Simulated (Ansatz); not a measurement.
# O_C in SiC (F-43m): charge-transition levels and formation energies

Charge states of O_C in SiC (F-43m), set against the band edges. Model: a cell of 54 host atoms with 1 C taken out and 1 O put in.

Program: Ansatz 0.2.0. Level of theory: place-levels on r2SCAN runs: charge-transition levels and formation energies with image-charge correction and potential alignment at the atomic sites; PAW set soft_1. Results are calculated unless marked as measured.

**What experiment says.**

“Insight into the structural, elastic and electronic properties of a new orthorhombic 6O-SiC polytype” (2020, pmc:7200658) quotes from earlier work for SiC, cubic 3C zincblende (literature value): band gap (indirect gap) 2.4 eV [literature value; measurement temperature and method not stated].

**1. Set-up**

The cell holds 54 atoms: 27 Si, 26 C and 1 O. Its edges and angles: a = 9.242 Å, b = 9.242 Å, c = 9.242 Å, α = 60.0°, β = 60.0°, γ = 60.0°. It derives from SiC (space group F-43m). Nearest the centre at fractional (0.417, 0.417, 0.417): O28 at 0.00 Å, Si29 at 1.89 Å, Si33 at 1.89 Å, Si45 at 1.89 Å, Si27 at 1.89 Å, C46 at 3.08 Å, C34 at 3.08 Å, C16 at 3.08 Å.

Known beforehand: the electronic dielectric constant, 7.06, and the static one, 10.43, computed on the host (DFPT, PBEsol, on the r2SCAN cell), and a cell off the functional's own equilibrium shifts the ionic part.

The cell's shortest repeat is 9.2 Å.

**2. What was run first**

A transition level is the Fermi level at which two charge states cost the same, so each charge needs its own total energy, at its own relaxed structure.

Random displacements of about 0.05 Å break the site symmetry at the start, so that the relaxation can reach a distorted minimum if there is one. Forces are taken on a 2×2×2 shifted mesh. The cell holds 1 electron more than the neutral one, with a uniform background that keeps it neutral on the whole. The electron count is odd, so at least one spin is unpaired; this run locks the moment at 1 μB.

The sampling was tested on the host first: at the k-points planned (1x1x1 shifted 0.25 0.25 0.25) its energy lies 0.119 eV an atom from the dense-mesh value, so the final energies take a denser sampling.

One state's input; the others differ in charge, spin, start and seed, and in occupations where the table says so.

The input, qm1_M1.relax/input.yaml:

```yaml
crystal:
  lattice:
    - [0.0, 6.53488873, 6.53488873]
    - [6.53488873, 0.0, 6.53488873]
    - [6.53488873, 6.53488873, 0.0]
  atoms:
    - { symbol: Si, position: [0.0, 0.0, 0.0] }
    - { symbol: C, position: [0.08333333, 0.08333333, 0.08333333] }
[... 7 atom lines left out ...]
    - { symbol: C, position: [0.08333333, 0.41666667, 0.41666667] }
[... 1 atom line left out ...]
    - { symbol: C, position: [0.08333333, 0.41666667, 0.75] }
[... 3 atom lines left out ...]
    - { symbol: C, position: [0.08333333, 0.75, 0.41666667] }
[... 5 atom lines left out ...]
    - { symbol: C, position: [0.41666667, 0.08333333, 0.41666667] }
[... 1 atom line left out ...]
    - { symbol: C, position: [0.41666667, 0.08333333, 0.75] }
[... 1 atom line left out ...]
    - { symbol: C, position: [0.41666667, 0.41666667, 0.08333333] }
    - { symbol: Si, position: [0.33333333, 0.33333333, 0.33333333] }
    - { symbol: O, position: [0.41666667, 0.41666667, 0.41666667] }
    - { symbol: Si, position: [0.33333333, 0.33333333, 0.66666667] }
    - { symbol: C, position: [0.41666667, 0.41666667, 0.75] }
[... 1 atom line left out ...]
    - { symbol: C, position: [0.41666667, 0.75, 0.08333333] }
    - { symbol: Si, position: [0.33333333, 0.66666667, 0.33333333] }
    - { symbol: C, position: [0.41666667, 0.75, 0.41666667] }
    - { symbol: Si, position: [0.33333333, 0.66666667, 0.66666667] }
[... 4 atom lines left out ...]
    - { symbol: C, position: [0.75, 0.08333333, 0.41666667] }
[... 3 atom lines left out ...]
    - { symbol: C, position: [0.75, 0.41666667, 0.08333333] }
    - { symbol: Si, position: [0.66666667, 0.33333333, 0.33333333] }
    - { symbol: C, position: [0.75, 0.41666667, 0.41666667] }
    - { symbol: Si, position: [0.66666667, 0.33333333, 0.66666667] }
[... 3 atom lines left out ...]
    - { symbol: Si, position: [0.66666667, 0.66666667, 0.33333333] }
[... 2 atom lines left out ...]
    - { symbol: C, position: [0.75, 0.75, 0.75] }
  host:
    repeats: [3, 3, 3]
    atoms:
      - { symbol: Si, position: [0.0, 0.0, 0.0] }
      - { symbol: C, position: [0.25, 0.25, 0.25] }
total_charge: -1
basis:
  ecutwfc: 500
  xc_grid: 2
hamiltonian:
  xc: r2scan
  pseudopotentials: { kind: paw, azcp: { folder: soft_1 } }
kpoints:
  mp_grid: { grid: [2, 2, 2], shift: [0.5, 0.5, 0.5] }
magnetization:
  spin_polarized: true
  initial_magnetization: 1
  spin_locking: { lock_magnetization: hard }
scf:
  occupations: { method: fixed }
  max_iter: 60
output:
  forces: true
  charged_corrections:
    epsilon: 7.06
    static_epsilon: 10.43
    defect_position: [0.416667, 0.416667, 0.416667]
relax:
  f_tol: 0.02
  max_steps: 80
  random_displacement: { amplitude: 0.05, seed: 6035 }
checkpoint:
  write: "../qm1_M1.relax.run"
  compress: false
  write_wavefunctions: true
  write_every: 100000
```

Command:

```console
> ansatz run input.yaml --threads 4 --pin off --max-ram 7536MiB --backend cpu --events-out ev --progress --plain --runs-dir out
```

The run of this state that the levels use, under r2SCAN:

The input, qm1_M1.point/input.yaml:

```yaml
crystal:
  checkpoint: "../qm1_M1.relax.run"
  host: checkpoint
total_charge: -1
basis:
  ecutwfc: 500
  xc_grid: 2
hamiltonian:
  xc: r2scan
  pseudopotentials: { kind: paw, azcp: { folder: soft_1 } }
kpoints:
  mp_grid: { grid: [2, 2, 2], shift: [0.5, 0.5, 0.5] }
magnetization:
  spin_polarized: true
  initial_magnetization: 1
  spin_locking: { lock_magnetization: hard }
scf:
  occupations: { method: fixed }
  max_iter: 60
output:
  forces: true
  eigenvalues: true
  charged_corrections:
    epsilon: 7.06
    static_epsilon: 10.43
    defect_position: [0.416667, 0.416667, 0.416667]
  eigenstates: { localisation: true }
  populations: true
  efg: {}
checkpoint:
  read: "../qm1_M1.relax.run"
  write: "../qm1_M1.point.run"
  compress: false
  write_wavefunctions: false
  write_every: 100000
```

Relaxations under r2SCAN at a 2×2×2 shifted mesh; times on 4 threads of Arm Neoverse V2, shared host:

```
charge  moment (μB)  occupations    outcome  steps  largest displacement against the far atoms (Å)     time
    −1            1        fixed  converged     10                                            0.51  7.9 min
     0            0        fixed  converged      7                                            0.13  2.4 min
    +1            1        fixed  converged      5                                            0.12  4.5 min
    +2            0        fixed  converged      5                                            0.12  1.9 min
     0            2        fixed  converged     13                                            0.31  9.8 min
```

Single points under r2SCAN at a 2×2×2 shifted mesh; times on 4 threads of Arm Neoverse V2, shared host:

| charge | moment (μB) | occupations | outcome | time |
| --- | --- | --- | --- | --- |
| −1 | 1 | fixed | converged | 45 s |
| 0 | 0 | fixed | converged | 21 s |
| +1 | 1 | fixed | converged | 49 s |
| +2 | 0 | fixed | converged | 18 s |
| 0 | 2 | fixed | converged | 47 s |

Distances (Å) from O28 to the nearest atoms after relaxation with r2SCAN:

```
charge  moment (μB)       1.       2.       3.       4.      5.      6.
    −1            1  Si 1.88  Si 1.88  Si 1.88  Si 2.66  C 2.88  C 2.88
     0            0  Si 2.00  Si 2.01  Si 2.01  Si 2.02  C 3.07  C 3.07
     0            2  Si 1.87  Si 1.87  Si 1.89  Si 2.49  C 2.85  C 2.85
    +1            1  Si 2.00  Si 2.01  Si 2.01  Si 2.01  C 3.06  C 3.06
    +2            0  Si 2.00  Si 2.01  Si 2.01  Si 2.01  C 3.07  C 3.07
```

**3. Levels against the band edges, r2SCAN**

A charged cell interacts with its images and the background, and its potential has another zero than the host's. place-levels removes the first by a point-charge model, screened by the static dielectric constant since the ions have relaxed around the charge, and the second by comparing potentials at atoms far from the defect.

The host is a run of the defect-free crystal in the same cutoffs, grids and k-points, so that basis and sampling errors cancel in part in the differences. The host is run in a cell of 2 atoms on a matching mesh. Its band edges are searched through the zone by a band path, so the gap is smaller than, or equal to, that on the mesh. Chemical potentials are energies per atom of C (diamond) and O (O2 molecule), run with the same functional and cutoff. Carbon is taken as diamond, which semilocal functionals can put about 0.1 eV an atom over graphite.

The input, levels.point.yaml:

```yaml
host:
  run: host.point.run
states: [qm1_M1.point.run, q0.point.run, qp1_M1.point.run, qp2.point.run, q0_M2.point.run]
geometry_from:
  qm1_M1.point.run: qm1_M1.relax.run
  q0.point.run: q0.relax.run
  qp1_M1.point.run: qp1_M1.relax.run
  qp2.point.run: qp2.relax.run
  q0_M2.point.run: q0_M2.relax.run
  host.point.run: host.relax.run
chemical_potentials:
  C:
    energy: -251.553391
    dataset: "<sha256 of the dataset>"
  O:
    energy: -565.989614
    dataset: <sha256 of the dataset>
epsilon: 7.06
static_epsilon: 10.43
vertical:
  - { from: qm1_M1.point.run, to: qm1_M1.point_neutral.run }
  - { from: qp1_M1.point.run, to: qp1_M1.point_neutral.run }
  - { from: qp2.point.run, to: qp2.point_neutral.run }
```

Command:

```console
> ansatz place-levels levels.point.yaml -- --threads 4 --pin off --max-ram 7536MiB
```

Numbers of over 12 decimals in the logs are rounded to 6 here.

The log of the run:

```text
[... repeated set-up lines and file paths are left out, and long positions are rounded to six places ...]
(+2/+1) 1.341 eV above the valence edge, 0.369 eV under the conduction edge
(+1/0) 1.765 eV above the valence edge (+1.779 eV without the band-filling correction), in the conduction band
(0/-1) 1.869 eV above the valence edge (+2.931 eV without the band-filling correction), in the conduction band
formation energy of charge +2: -3.390 eV with the Fermi level at the valence edge
formation energy of charge +1: -2.049 eV with the Fermi level at the valence edge
formation energy of charge 0: -0.284 eV with the Fermi level at the valence edge
formation energy of charge -1: +1.585 eV with the Fermi level at the valence edge
vertical -1 to 0: no energy, since no alignment is typed
  the change from vertical[0].from (qm1_M1.point.run) to vertical[0].to (qm1_M1.point_neutral.run): by its potential at epsilon 7.06 it stands at 0.327 0.203 0.329, with an rms radius of about 4.2 Å (2.2 2.8 2.2 Å across the planes of the cell's vectors); [...]
vertical +1 to 0: no energy, since no alignment is typed
  the change from vertical[1].from (qp1_M1.point.run) to vertical[1].to (qp1_M1.point_neutral.run): by its potential at epsilon 7.06 it stands at 0.385 0.384 0.384, with an rms radius of about 3.7 Å (2.1 2.1 2.1 Å across the planes of the cell's vectors); [...]
vertical +2 to 0: no energy, since no alignment is typed
  the change from vertical[2].from (qp2.point.run) to vertical[2].to (qp2.point_neutral.run): by its potential at epsilon 7.06 it stands at 0.384 0.384 0.383, with an rms radius of about 3.6 Å (2.1 2.1 2.1 Å across the planes of the cell's vectors); [...]
  edges by r2scan, gap 1.710 eV; the host is sampled to repeats of 18.48 Å
  the defect's cells are sampled to repeats of 18.48 Å, like sampling
  charge +2: -24402.4987 eV with its correction of +0.842 eV, at epsilon 10.43, aligned at sites: -0.0631 eV, mean over 19 atomic sites at or beyond 4.62 Å from the defect at [0.4167, 0.4167, 0.4167], with +0.000000 for the charge's moments and without [...]
  charge +1: -24391.7803 eV with its correction of +0.232 eV, at epsilon 10.43, aligned at sites: -0.0104 eV, mean over 19 atomic sites at or beyond 4.62 Å from the defect at [0.4167, 0.4167, 0.4167], with +0.000000 for the charge's moments and without [...]
  charge 0: +0.000 eV for its dipole among its images, +0.000 omitted
  charge -1: -24368.3153 eV with its correction of +0.145 eV, at epsilon 10.43, aligned at sites: +0.0971 eV, mean over 19 atomic sites at or beyond 4.62 Å from the defect at [0.4167, 0.4167, 0.4167], with -0.000000 for the charge's moments and without [...]
  charge 0: states[4] (q0_M2.point.run) stands 0.700 eV higher, with a moment of 2.00 μB against 0.00
  of states[3] (qp2.point.run): it parts from the run at its places by a charge that spreads by about 2.1 Å along one vector (1.3 Å or more is wide), by its potential at epsilon 7.06, taken for that of held ions (one typed too small widens it), where the cell [...]
  of states[2] (qp1_M1.point.run): it parts from the run at its places by a charge that spreads by about 2.1 Å along one vector (1.3 Å or more is wide), by its potential at epsilon 7.06, taken for that of held ions (one typed too small widens it), where the [...]
  of states[1] (q0.point.run): a band-filling correction moves a carrier to the host's band edge, which changes its energy by -0.014 eV; [...]
  of states[0] (qm1_M1.point.run): it parts from the run at its places by a charge that spreads by about 2.8 Å along one vector (1.3 Å or more is wide), by its potential at epsilon 7.06, taken for that of held ions (one typed too small widens it), where the [...]
  of states[4] (q0_M2.point.run): its alignment with the host at atomic sites is doubtful: the mean over the far sites moves by -0.1396 eV from their farther parts to their nearer, more than 0.05 eV. [...]
  of vertical[0].from (qm1_M1.point.run): stability_check_not_made; [...]
  of vertical[1].from (qp1_M1.point.run): stability_check_not_made; [...]
  of vertical[2].from (qp2.point.run): it parts from the run at its places by a charge that spreads by about 2.1 Å along one vector (1.3 Å or more is wide), by its potential at epsilon 7.06, taken for that of held ions (one typed too small widens it), where [...]
```

Wall time 0.36 s (4 threads of Arm Neoverse V2, shared host).

Levels between the charges placed, in eV above the valence top:

|  | gap (eV) | (+2/+1) | (+1/0) | (0/−1) |
| --- | --- | --- | --- | --- |
| r2SCAN | 1.71 | 1.34 | 1.77 | 1.87 |

Corrections by state:

```csv
charge,moment (μB),image terms and alignment (eV),band filling (eV),ε used,"over the lowest of its charge, as the program ranks them, band filling apart (eV)"
+2,0.0,0.842,-,10.43,0.000
+1,1.0,0.232,-,10.43,0.000
0,0.0,0.000,-0.014,-,0.000
−1,1.0,0.145,-1.075,10.43,0.000
0,2.0,0.000,-,-,0.700
```

The charged structures listed were also run neutral, and place-levels reads from each pair, by the potential or the spins, how wide the charge is by which they differ; that can be the carrier of either run.

```csv
charge,rms radius (Å),spread where it is widest against the cell (Å),wide from (Å),reading
+2,3.6,2.07,1.31,wide
+1,3.7,2.15,1.31,wide
−1,4.2,2.78,1.31,wide
```

The neutral runs of these pairs need not share the spin of the lowest neutral state, and very wide values only mean spread over the cell.

From the program's caveats on the states, each cut to its opening words:

- charge +2, +1 (1 μB): it parts from the run at its places by a charge that spreads by about 2.1 Å along one vector (1.3 Å or more is wide), by its potential at epsilon 7.06, taken [...]
- charge +2: its alignment with the host at atomic sites is doubtful: the mean over the far sites moves by -0.2543 eV from their farther parts to their nearer, more than [...]
- charge +1 (1 μB): its alignment with the host at atomic sites is doubtful: the mean over the far sites moves by -0.2076 eV from their farther parts to their nearer, more than [...]
- charge +1 (1 μB), −1 (1 μB), 0 (2 μB): flagged: stability check not made
- charge 0: a band-filling correction moves a carrier to the host's band edge, which changes its energy by -0.014 eV
- charge 0: its alignment with the host at atomic sites is doubtful: the mean over the far sites moves by -0.1763 eV from their farther parts to their nearer, more than [...]
- charge −1 (1 μB): it parts from the run at its places by a charge that spreads by about 2.8 Å along one vector (1.3 Å or more is wide), by its potential at epsilon 7.06, taken [...]
- charge −1 (1 μB): a band-filling correction moves a carrier to the host's band edge, which changes its energy by -1.075 eV
- charge −1 (1 μB): its alignment with the host at atomic sites is doubtful: the mean over the far sites moves by -0.1267 eV from their farther parts to their nearer, more than [...]
- charge 0 (2 μB): its alignment with the host at atomic sites is doubtful: the mean over the far sites moves by -0.1396 eV from their farther parts to their nearer, more than [...]
- charge 0 (2 μB): its moments are held at its close (magnetization.spin_locking), by a field of 0.274 eV a Bohr magneton, and its energy and levels are of the state that this [...]

The host's formation energy from the elements is -0.356 eV per atom; it sets how far the chemical potentials can move.

Limit set by the element alone; other compounds of these elements are not counted. Chemical potentials from the elements' reference states: C 0.00 eV, Si -0.71 eV, O 0.00 eV. Formation energies (C-rich), with the Fermi level at the valence top and at the conduction bottom (gap 1.71 eV):

| charge | at valence top (eV) | at conduction bottom (eV) | correction included (eV) |
| --- | --- | --- | --- |
| +2 | -3.39 | 0.03 | 0.84 |
| +1 | -2.05 | -0.34 | 0.23 |
| 0 | -0.28 | -0.28 | -0.01 |
| −1 | 1.59 | -0.12 | -0.93 |

```
Fermi level (eV)  lowest formation energy (eV)
            0.00                         -3.39
            0.16                         -3.08
            0.31                         -2.77
            0.47                         -2.46
            0.62                         -2.15
            0.78                         -1.84
            0.93                         -1.52
            1.09                         -1.21
            1.24                         -0.90
            1.40                         -0.65
            1.55                         -0.49
            1.71                         -0.34
```

Limit set by the element alone; other compounds of these elements are not counted. Chemical potentials from the elements' reference states: Si 0.00 eV, C -0.71 eV, O 0.00 eV. Formation energies (Si-rich), with the Fermi level at the valence top and at the conduction bottom (gap 1.71 eV):

```
charge  at valence top (eV)  at conduction bottom (eV)  correction included (eV)
    +2                -4.10                      -0.68                      0.84
    +1                -2.76                      -1.05                      0.23
     0                -0.99                      -0.99                     -0.01
    −1                 0.87                      -0.84                     -0.93
```

```tsv
Fermi level (eV)	lowest formation energy (eV)
0.00	-4.10
0.16	-3.79
0.31	-3.48
0.47	-3.17
0.62	-2.86
0.78	-2.55
0.93	-2.23
1.09	-1.92
1.24	-1.61
1.40	-1.36
1.55	-1.21
1.71	-1.05
```

**4. Results**

- gap of the host: 1.71 eV (r2SCAN)
- level (plus 2/plus 1): 1.34 eV above the valence top
- level (plus 1/0): 1.77 eV above the valence top, past the conduction bottom (1.78 eV above the valence top without the band-filling term)
- level (0/minus 1): 1.87 eV above the valence top, past the conduction bottom (2.93 eV above the valence top without the band-filling term)
- lowest of the charges placed, just above the valence top (0.02 eV): +2
- lowest of the charges placed, just below the conduction bottom (0.02 eV): +1
- lowest formation energy at mid-gap of the charges run, C-rich: -1.68 eV
- lowest formation energy at mid-gap of the charges run, Si-rich: -2.39 eV

Of the charges placed (−1, 0, +1 and +2), the lowest changes at 1.34 eV (+2/+1) above the valence top, in a gap of 1.71 eV. (+2/+1) lies nearer to a band edge than the share of the finite-size correction in it (0.61 eV), and that correction holds for a localised charge alone. Charges above +2 were not placed, so these runs say nothing of levels that involve them. States placed: +2 at 0 μB; +1 at 1 μB; 0 at 0 μB and 2 μB; −1 at 1 μB. Other spin states or structures, where not listed, weren't placed. The program finds carriers beyond a band edge of the host and adds a band-filling term at charge −1 (-1.08 eV) and 0 (-0.01 eV); steps to such a charge show no bound level, and a defect level inside a band would be read the same way. O is taken at its element; compounds, which aren't counted here, bound the chemical potentials and would shift these formation energies. The lowest formation energy (C-rich and Si-rich) is negative across the gap, so the defect would form by itself: these chemical potentials lie beyond what competing compounds allow, or the host is unstable against it. The program doubts the alignment of potentials for at least one state, a sign that the cell is small. Limits: r2SCAN makes the gap too small and tends to spread out bound carriers; where a gas molecule sets a chemical potential or the host's formation energy, its binding is uncorrected.

Comparison with the measured values:

| quantity | measured | r2SCAN |
| --- | --- | --- |
| band gap (least gap of the host) (eV) | 2.4 | 1.71 (-0.69 eV) |

Measured values from pmc:7200658 (2020).

**Verdict.** The band gap is off by -0.69 eV: a clear miss. Local and semilocal functionals usually give gaps below the measured ones. Zero-point and thermal motion shift the measured gap.

[Logs are printed without paths, hosts, clocks, repeated set-up lines and the standing remarks that a program may print on its own settings, such as how far it seeks lower states.]

[Hosts, paths, dates, database ids (printed as entryN), source tags and the programs' standing remarks are cut or masked in the printed files.]

[Where a table of states has a column of steps, it counts the stored structures, which are thinned; the runs took as many ionic steps or more.]

[A defect's name tells the site on which it was built; relaxed atoms can leave that site.]

[For some hosts the program warned that the k-mesh of the response run may be too coarse for force constants and the static dielectric constant; such warnings are not shown here.]
